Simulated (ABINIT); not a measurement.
# Pd (Fm-3m) in ABINIT: further runs, part 2 of 2

ABINIT 10.8.3 (patched build). The steps go on from the part before.

## 3. Band structure, PBE

Input file run.abi:

```
# Datasets: ground state, then fixed potential
ndtset 2

# Pseudopotentials
pp_dirpath "./"
pseudos "Pd.GGA_PBE-JTH.xml"

# Structure
acell 3*1.0
rprim
     0.0000000000     3.6783519016     3.6783519016
     3.6783519016     0.0000000000     3.6783519016
     3.6783519016     3.6783519016     0.0000000000
ntypat 1
znucl 46
natom 1
typat 1
xred
     0.0000000000     0.0000000000     0.0000000000

# Plane-wave basis
ecut 625.861884 eV
pawecutdg 45.0

# Exchange and correlation
ixc 11

# Bands and occupations
occopt 3
tsmear 0.05 eV

# SCF cycle
nstep 100

# Output
iomode 3
prtwf 0
prteig 0
prtebands 0
prtden1 1

# Dataset 1
kptopt1 1
ngkpt1 12 12 12
nshiftk1 1
shiftk1 0.0 0.0 0.0
nband1 13
tolvrs1 1.0e-9

# Dataset 2: bands along G-X-W-K-G-L-U-W-L-K
iscf2 -2
getden2 1
nband2 17
nbdbuf2 2
tolwfr2 1.0e-12
kptopt2 -9
ndivsm2 6
prteig2 1
kptbounds2
     0.0000000000     0.0000000000     0.0000000000
     0.5000000000     0.0000000000     0.5000000000
     0.5000000000     0.2500000000     0.7500000000
     0.3750000000     0.3750000000     0.7500000000
     0.0000000000     0.0000000000     0.0000000000
     0.5000000000     0.5000000000     0.5000000000
     0.6250000000     0.2500000000     0.6250000000
     0.5000000000     0.2500000000     0.7500000000
     0.5000000000     0.5000000000     0.5000000000
     0.3750000000     0.3750000000     0.7500000000
```

Potentials or basis: JTH PAW PBE v2.0.

On the command line:

```
abinit run.abi > log 2>&1
```

run.abo:

```text
.Version 10.8.3 of ABINIT
 DATASET    1 : space group Fm -3 m (#225); Bravais cF (face-center cubic)
================================================================================
 Values of the parameters that define the memory need for DATASET  1.
     intxc =       0    ionmov =       0      iscf =      17    lmnmax =      18
     lnmax =       6     mgfft =      24  mpssoang =       3    mqgrid =    3001
     natom =       1  nloc_mem =       2    nspden =       1   nspinor =       1
    nsppol =       1      nsym =      48    n1xccc =       1    ntypat =       1
    occopt =       3   xclevel =       2
       mpw =         534          nfft =       13824          nkpt =          72
 PAW method is used; the additional fine FFT grid is defined by:
   mgfftf=        32    nfftf =     32768
================================================================================
================================================================================

 DATASET    2 : space group Fm -3 m (#225); Bravais cF (face-center cubic)
================================================================================
 Values of the parameters that define the memory need for DATASET  2.
     intxc =       0    ionmov =       0      iscf =      -2    lmnmax =      18
     lnmax =       6     mgfft =      24  mpssoang =       3    mqgrid =    3001
     natom =       1  nloc_mem =       2    nspden =       1   nspinor =       1
    nsppol =       1      nsym =      48    n1xccc =       1    ntypat =       1
    occopt =       3   xclevel =       2
       mpw =         535          nfft =       13824          nkpt =         103
 PAW method is used; the additional fine FFT grid is defined by:
   mgfftf=        32    nfftf =     32768
================================================================================
================================================================================

--------------------------------------------------------------------------------
------------- Echo of variables that govern the present computation ------------
--------------------------------------------------------------------------------
[... 1045 lines left out ...]
 ------------------------------------------------
 Atom  Sphere_radius  Integrated_density
    1        2.51165         16.91920708

================================================================================

 ----iterations are completed or convergence reached----

 Mean square residual over all n,k,spin=   63.591E-14; max=  99.981E-14
 reduced coordinates (array xred) for    1 atoms
       0.000000000000      0.000000000000      0.000000000000

 cartesian coordinates (angstrom) at end:
    1      0.00000000000000     0.00000000000000     0.00000000000000
 length scales=  1.000000000000  1.000000000000  1.000000000000 bohr
              =  0.529177210544  0.529177210544  0.529177210544 angstroms
 Eigenvalues (hartree) for nkpt= 103  k points:
 kpt#   1, nband= 17, wtk=  1.00000, kpt=  0.0000  0.0000  0.0000 (reduced coord)
  -2.66173   -1.39393   -1.39393   -1.39393    0.16718    0.32650    0.32650    0.32650
   0.38589    0.38589    1.05962    1.23598    1.23598    1.23598    1.42628    1.54505
   1.54505
 kpt#   2, nband= 17, wtk=  1.00000, kpt=  0.0294  0.0000  0.0294 (reduced coord)
  -2.66171   -1.39406   -1.39398   -1.39398    0.16876    0.32563    0.32721    0.32721
   0.38500    0.38623    1.06136    1.22919    1.23519    1.23519    1.43768    1.53695
   1.53948
 kpt#   3, nband= 17, wtk=  1.00000, kpt=  0.0588  0.0000  0.0588 (reduced coord)
  -2.66164   -1.39444   -1.39413   -1.39413    0.17347    0.32308    0.32931    0.32931
   0.38238    0.38724    1.06646    1.21273    1.23236    1.23236    1.46777    1.51788
   1.51795
 kpt#   4, nband= 17, wtk=  1.00000, kpt=  0.0882  0.0000  0.0882 (reduced coord)
  -2.66153   -1.39505   -1.39436   -1.39436    0.18116    0.31899    0.33279    0.33279
   0.37825    0.38888    1.07465    1.19284    1.22616    1.22616    1.49686    1.49686
   1.50926
 kpt#   5, nband= 17, wtk=  1.00000, kpt=  0.1176  0.0000  0.1176 (reduced coord)
[... 381 lines left out ...]
   0.42302    0.64495    0.70443    0.91355    1.08198    1.14745    1.49846    1.49910
   1.58235
 kpt# 101, nband= 17, wtk=  1.00000, kpt=  0.4000  0.4000  0.7000 (reduced coord)
  -2.65922   -1.40570   -1.40250   -1.39792    0.26488    0.29154    0.34230    0.38043
   0.42234    0.67275    0.70874    0.87220    1.05770    1.15904    1.50983    1.51319
   1.55005
 kpt# 102, nband= 17, wtk=  1.00000, kpt=  0.3875  0.3875  0.7250 (reduced coord)
  -2.65916   -1.40548   -1.40299   -1.39820    0.26074    0.28501    0.35002    0.38945
   0.42279    0.69656    0.71215    0.83972    1.03519    1.16893    1.49603    1.51923
   1.55460
 kpt# 103, nband= 17, wtk=  1.00000, kpt=  0.3750  0.3750  0.7500 (reduced coord)
  -2.65913   -1.40577   -1.40278   -1.39844    0.25664    0.27847    0.35890    0.39591
   0.42501    0.69355    0.72817    0.82688    1.01556    1.17672    1.46187    1.52755
   1.57933

== END DATASET(S) ==============================================================
================================================================================

 -outvars: echo values of variables after computation  --------
            acell      1.0000000000E+00  1.0000000000E+00  1.0000000000E+00 Bohr
           etotal1    -1.2881990031E+02
            fcart1    -0.0000000000E+00 -0.0000000000E+00 -0.0000000000E+00
            rprim      0.0000000000E+00  3.6783519016E+00  3.6783519016E+00
                       3.6783519016E+00  0.0000000000E+00  3.6783519016E+00
                       3.6783519016E+00  3.6783519016E+00  0.0000000000E+00
           strten1    -2.2889524278E-04 -2.2889524278E-04 -2.2889524278E-04
                       0.0000000000E+00  0.0000000000E+00  0.0000000000E+00
 Calculation completed.
```

Wall time 50 s (1 thread of Arm Neoverse V2, shared host); peak memory 0.11 GiB.

What came out:

- Free energy: -3505.3681 eV
- Pressure: 6.7 GPa
- Band gap on the k mesh: none (metal or under the smearing width)
- Valence electrons inside the program's atomic spheres: Pd 16.92 (radii [1.3291] Å)

Levels at the corners of the path, in eV from the Fermi level:
```tsv
point	band 7	band 8	band 9	band 10	band 11	band 12
Γ	-2.83	-2.83	-1.21	-1.21	17.12	21.92
X	-0.03	0.31	0.31	3.42	10.71	13.23
W	-3.36	-1.31	0.31	8.95	8.95	10.32
K	-1.94	-0.94	-0.15	7.16	8.10	10.79
Γ	-2.83	-2.83	-1.21	-1.21	17.12	21.92
L	-2.87	-0.01	-0.01	1.09	7.30	16.50
U	-1.94	-0.94	-0.15	7.16	8.10	10.79
W	-3.36	-1.31	0.31	8.95	8.95	10.32
L	-2.87	-0.01	-0.01	1.09	7.30	16.50
K	-1.94	-0.94	-0.15	7.16	8.10	10.79
```

## 4. Band structure, PBEsol

Input file run.abi:

```
ndtset 2

pp_dirpath "./"
pseudos "Pd.upf"

acell 5.2019751464 5.2019751464 5.2019751464
rprim
     0.0000000000     0.7071067812     0.7071067812
     0.7071067812     0.0000000000     0.7071067812
     0.7071067812     0.7071067812     0.0000000000
ntypat 1
znucl 46
natom 1
typat 1
xcart
     0.0000000000     0.0000000000     0.0000000000

ecut 41.0

ixc -116133

occopt 3
tsmear 0.05 eV

nstep 100

iomode 3
prtwf 0
prteig 0
prtebands 0
prtden1 1

kptopt1 1
ngkpt1 12 12 12
nshiftk1 1
shiftk1 0.0 0.0 0.0
nband1 13
tolvrs1 1.0e-10

iscf2 -2
getden2 1
nband2 17
nbdbuf2 2
tolwfr2 1.0e-12
kptopt2 -9
ndivsm2 5
prteig2 1
prtvol2 -3
kptbounds2
     0.0000000000     0.0000000000     0.0000000000
     0.5000000000     0.0000000000     0.5000000000
     0.5000000000     0.2500000000     0.7500000000
     0.3750000000     0.3750000000     0.7500000000
     0.0000000000     0.0000000000     0.0000000000
     0.5000000000     0.5000000000     0.5000000000
     0.6250000000     0.2500000000     0.6250000000
     0.5000000000     0.2500000000     0.7500000000
     0.5000000000     0.5000000000     0.5000000000
     0.3750000000     0.3750000000     0.7500000000
```

Potentials or basis: PseudoDojo NC SR PBEsol v0.4 stringent.

On the command line:

```
abinit run.abi > log 2>&1
```

It took 37 s on 1 thread of Arm Neoverse V2, shared host; peak memory 0.11 GiB.

Results (log left out):

| Quantity | Value |
| --- | --- |
| Free energy | -3669.7920 eV |
| Pressure | -3.0 GPa |
| Band gap on the k mesh | none (metal or under the smearing width) |
| Valence electrons inside the program's atomic spheres | Pd 15.25 (radii [1.0584] Å) |

Levels at the corners of the path, in eV from the Fermi level:
```tsv
point	band 6	band 7	band 8	band 9	band 10	band 11	band 12	band 13
Γ	-2.84	-2.84	-2.84	-1.21	-1.21	17.37	22.10	22.10
X	-5.13	-0.02	0.31	0.31	3.28	10.73	13.20	13.20
W	-3.40	-3.40	-1.31	0.31	8.86	8.86	10.36	11.58
K	-4.17	-1.98	-0.93	-0.15	7.07	8.06	10.80	15.90
Γ	-2.84	-2.84	-2.84	-1.21	-1.21	17.37	22.10	22.10
L	-2.88	-2.88	0.00	0.00	0.94	7.28	16.69	21.17
U	-4.17	-1.98	-0.93	-0.15	7.07	8.06	10.80	15.90
W	-3.40	-3.40	-1.31	0.31	8.86	8.86	10.36	11.58
L	-2.88	-2.88	0.00	0.00	0.94	7.28	16.69	21.17
K	-4.17	-1.98	-0.93	-0.15	7.07	8.06	10.80	15.90
```

## 5. Equation of state, BP86

Input file run.abi:

```
ndtset 7
getwfk -1
scalecart1 3*0.9795861087
scalecart2 3*0.9864848297
scalecart3 3*0.9932883884
scalecart4 3*1.0000000000
scalecart5 3*1.0066227096
scalecart6 3*1.0131594038
scalecart7 3*1.0196128224

pp_dirpath "./"
pseudos "Pd.GGA_PBE-JTH.xml"

acell 2.7527666992 2.7527666992 2.7527666992 Angstrom
rprim
     0.0000000000     0.7071067812     0.7071067812
     0.7071067812     0.0000000000     0.7071067812
     0.7071067812     0.7071067812     0.0000000000
ntypat 1
znucl 46
natom 1
typat 1
xred
     0.0000000000     0.0000000000     0.0000000000

ecut 23.0
pawecutdg 45.0

kptopt 1
ngkpt 12 12 12
nshiftk 1
shiftk 0.0 0.0 0.0

ixc -106132

nband 13
occopt 3
tsmear 0.05 eV

nstep 100
tolvrs 1.0e-9

iomode 3
prtwf 1
prtden 0
prteig 0
prtebands 0
enunit 1
```

Potentials or basis: JTH PAW PBE v2.0.

On the command line:

```
abinit run.abi > log 2>&1
```

run.abo:

```text
.Version 10.8.3 of ABINIT
 DATASET    1 : space group Fm -3 m (#225); Bravais cF (face-center cubic)
================================================================================
 Values of the parameters that define the memory need for DATASET  1.
     intxc =       0    ionmov =       0      iscf =      17    lmnmax =      18
     lnmax =       6     mgfft =      24  mpssoang =       3    mqgrid =    3001
     natom =       1  nloc_mem =       2    nspden =       1   nspinor =       1
    nsppol =       1      nsym =      48    n1xccc =       1    ntypat =       1
    occopt =       3   xclevel =       2
       mpw =         516          nfft =       13824          nkpt =          72
 PAW method is used; the additional fine FFT grid is defined by:
   mgfftf=        32    nfftf =     32768
================================================================================
================================================================================
[... 71 lines left out ...]
 DATASET    7 : space group Fm -3 m (#225); Bravais cF (face-center cubic)
[... 1402 lines left out ...]
            fcart6    -0.0000000000E+00 -0.0000000000E+00 -0.0000000000E+00
            fcart7    -0.0000000000E+00 -0.0000000000E+00 -0.0000000000E+00
            rprim1     0.0000000000E+00  6.9267198023E-01  6.9267198023E-01
                       6.9267198023E-01  0.0000000000E+00  6.9267198023E-01
                       6.9267198023E-01  6.9267198023E-01  0.0000000000E+00
[... 17 lines left out ...]
                       7.2097514092E-01  7.2097514092E-01  0.0000000000E+00
           strten1    -7.6563401253E-04 -7.6563401253E-04 -7.6563401253E-04
                       0.0000000000E+00  0.0000000000E+00  0.0000000000E+00
           strten2    -5.7278653910E-04 -5.7278653910E-04 -5.7278653910E-04
                       0.0000000000E+00  0.0000000000E+00  0.0000000000E+00
           strten3    -4.0572218231E-04 -4.0572218231E-04 -4.0572218231E-04
                       0.0000000000E+00  0.0000000000E+00  0.0000000000E+00
           strten4    -2.6319892971E-04 -2.6319892971E-04 -2.6319892971E-04
                       0.0000000000E+00  0.0000000000E+00  0.0000000000E+00
           strten5    -1.3003064281E-04 -1.3003064281E-04 -1.3003064281E-04
                       0.0000000000E+00  0.0000000000E+00  0.0000000000E+00
           strten6    -1.4337156465E-05 -1.4337156465E-05 -1.4337156465E-05
                       0.0000000000E+00  0.0000000000E+00  0.0000000000E+00
           strten7     9.2786446255E-05  9.2786446255E-05  9.2786446255E-05
                       0.0000000000E+00  0.0000000000E+00  0.0000000000E+00
 Calculation completed.
```

Run time: 2.8 min. Hardware: 1 thread of Arm Neoverse V2, shared host; peak memory 0.16 GiB.

What came out:

```yaml
Equilibrium_volume: 15.37 Å³/atom
Bulk_modulus: 172 GPa
Pressure_derivative_of_the_bulk_modulus: "4.5 (rough: it moves with the points fitted)"
```

Energy against volume, from the lowest point:
```csv
volume (Å³/atom),energy (meV/atom)
13.865,96.22
14.160,59.80
14.455,33.14
14.750,14.86
15.045,4.06
15.340,0.00
15.635,2.45
```

Caveat: pressures at fixed basis lie under the slope of the energies; the PAW data sets were made with another functional, which shifts forces and pressure a little.

## 6. Equation of state, WC

Input file run.abi:

```
# Datasets: one volume each
ndtset 7
getwfk -1
scalecart1 3*0.9795861087
scalecart2 3*0.9864848297
scalecart3 3*0.9932883884
scalecart4 3*1.0000000000
scalecart5 3*1.0066227096
scalecart6 3*1.0131594038
scalecart7 3*1.0196128224

# Pseudopotentials
pp_dirpath "./"
pseudos "Pd.GGA_PBE-JTH.xml"

# Structure
acell 3*1.0
rprim
     0.0000000000     3.6783519016     3.6783519016
     3.6783519016     0.0000000000     3.6783519016
     3.6783519016     3.6783519016     0.0000000000
ntypat 1
znucl 46
natom 1
typat 1
xred
     0.0000000000     0.0000000000     0.0000000000

# Plane-wave basis
ecut 625.861884 eV
pawecutdg 45.0

# k points
kptopt 1
ngkpt 12 12 12
nshiftk 1
shiftk 0.0 0.0 0.0

# Exchange and correlation
ixc 23

# Bands and occupations
nband 13
occopt 3
tsmear 0.05 eV

# SCF cycle
nstep 100
tolvrs 1.0e-9

# Output
iomode 3
prtwf 1
prtden 0
prteig 0
prtebands 0
enunit 2
```

Potentials or basis: JTH PAW PBE v2.0.

On the command line:

```
abinit run.abi > log 2>&1
```

run.abo:

```text
.Version 10.8.3 of ABINIT
 DATASET    1 : space group Fm -3 m (#225); Bravais cF (face-center cubic)
================================================================================
 Values of the parameters that define the memory need for DATASET  1.
     intxc =       0    ionmov =       0      iscf =      17    lmnmax =      18
     lnmax =       6     mgfft =      24  mpssoang =       3    mqgrid =    3001
     natom =       1  nloc_mem =       2    nspden =       1   nspinor =       1
    nsppol =       1      nsym =      48    n1xccc =       1    ntypat =       1
    occopt =       3   xclevel =       2
       mpw =         516          nfft =       13824          nkpt =          72
 PAW method is used; the additional fine FFT grid is defined by:
   mgfftf=        32    nfftf =     32768
================================================================================
================================================================================
[... 71 lines left out ...]
 DATASET    7 : space group Fm -3 m (#225); Bravais cF (face-center cubic)
================================================================================
 Values of the parameters that define the memory need for DATASET  7.
     intxc =       0    ionmov =       0      iscf =      17    lmnmax =      18
     lnmax =       6     mgfft =      24  mpssoang =       3    mqgrid =    3001
     natom =       1  nloc_mem =       2    nspden =       1   nspinor =       1
    nsppol =       1      nsym =      48    n1xccc =       1    ntypat =       1
    occopt =       3   xclevel =       2
       mpw =         564          nfft =       13824          nkpt =          72
 PAW method is used; the additional fine FFT grid is defined by:
[... 1488 lines left out ...]

 -outvars: echo values of variables after computation  --------
            acell      1.0000000000E+00  1.0000000000E+00  1.0000000000E+00 Bohr
           etotal1    -1.2886813008E+02
           etotal2    -1.2886878761E+02
           etotal3    -1.2886910554E+02
           etotal4    -1.2886913913E+02
           etotal5    -1.2886891873E+02
           etotal6    -1.2886847082E+02
           etotal7    -1.2886780278E+02
            fcart1    -0.0000000000E+00 -0.0000000000E+00 -0.0000000000E+00
            fcart2    -0.0000000000E+00 -0.0000000000E+00 -0.0000000000E+00
            fcart3    -0.0000000000E+00 -0.0000000000E+00 -0.0000000000E+00
            fcart4    -0.0000000000E+00 -0.0000000000E+00 -0.0000000000E+00
            fcart5    -0.0000000000E+00 -0.0000000000E+00 -0.0000000000E+00
            fcart6    -0.0000000000E+00 -0.0000000000E+00 -0.0000000000E+00
            fcart7    -0.0000000000E+00 -0.0000000000E+00 -0.0000000000E+00
            rprim1     0.0000000000E+00  3.6032624257E+00  3.6032624257E+00
                       3.6032624257E+00  0.0000000000E+00  3.6032624257E+00
                       3.6032624257E+00  3.6032624257E+00  0.0000000000E+00
[... 17 lines left out ...]
                       3.7504947642E+00  3.7504947642E+00  0.0000000000E+00
           strten1    -4.1990896739E-04 -4.1990896739E-04 -4.1990896739E-04
                       0.0000000000E+00  0.0000000000E+00  0.0000000000E+00
           strten2    -2.3688521063E-04 -2.3688521063E-04 -2.3688521063E-04
                       0.0000000000E+00  0.0000000000E+00  0.0000000000E+00
           strten3    -7.9899437354E-05 -7.9899437354E-05 -7.9899437354E-05
                       0.0000000000E+00  0.0000000000E+00  0.0000000000E+00
           strten4     5.1886792450E-05  5.1886792450E-05  5.1886792450E-05
                       0.0000000000E+00  0.0000000000E+00  0.0000000000E+00
           strten5     1.7431711143E-04  1.7431711143E-04  1.7431711143E-04
                       0.0000000000E+00  0.0000000000E+00  0.0000000000E+00
           strten6     2.7989915742E-04  2.7989915742E-04  2.7989915742E-04
                       0.0000000000E+00  0.0000000000E+00  0.0000000000E+00
           strten7     3.7787742804E-04  3.7787742804E-04  3.7787742804E-04
                       0.0000000000E+00  0.0000000000E+00  0.0000000000E+00
 Calculation completed.
```

Run time: 2.8 min. Hardware: 1 thread of Arm Neoverse V2, shared host; peak memory 0.16 GiB.

What came out:

```
Equilibrium volume                      : 14.64 Å³/atom
Bulk modulus                            : 198 GPa
Pressure derivative of the bulk modulus : 4.7 (rough: it moves with the points fitted)
```

Energy against volume, from the lowest point:
```tsv
volume (Å³/atom)	energy (meV/atom)
13.865	27.46
14.160	9.57
14.455	0.91
14.750	0.00
15.045	6.00
15.340	18.19
15.635	36.36
```

Caveat: pressures at fixed basis lie under the slope of the energies; the PAW data sets were made with another functional, which shifts forces and pressure a little.

## 7. The runs side by side

| task | level | potentials or basis | cutoff (eV) | fine-grid cutoff | gap on the mesh (eV) | pressure (GPa) | V0 of scaled cells (Å³/atom) | B0 (GPa) |
| --- | --- | --- | --- | --- | --- | --- | --- | --- |
| band structure | OLYP | JTH PAW PBE v2.0 | 626 | 1224.51 eV | none | 5.5 | - | - |
| band structure | PBE | JTH PAW PBE v2.0 | 626 | 1224.51 eV | none | 6.7 | - | - |
| band structure | PBEsol | PseudoDojo NC SR PBEsol v0.4 stringent | 1116 | - | none | -3.0 | - | - |
| equation of state | BP86 | JTH PAW PBE v2.0 | 626 | 1224.51 eV | - | - | 15.37 | 172 |
| equation of state | WC | JTH PAW PBE v2.0 | 626 | 1224.51 eV | - | - | 14.64 | 198 |

Alike in all rows: no spin polarisation; cell as given; k mesh 12 × 12 × 12; smearing fermi-dirac 0.05 eV.

Caveats: the PAW data sets were made with another functional, which shifts forces and pressure a little (some runs); pressures at fixed basis lie under the slope of the energies (some runs).

Total energies depend on the potentials used, so only differences within one code and one set of settings carry meaning.
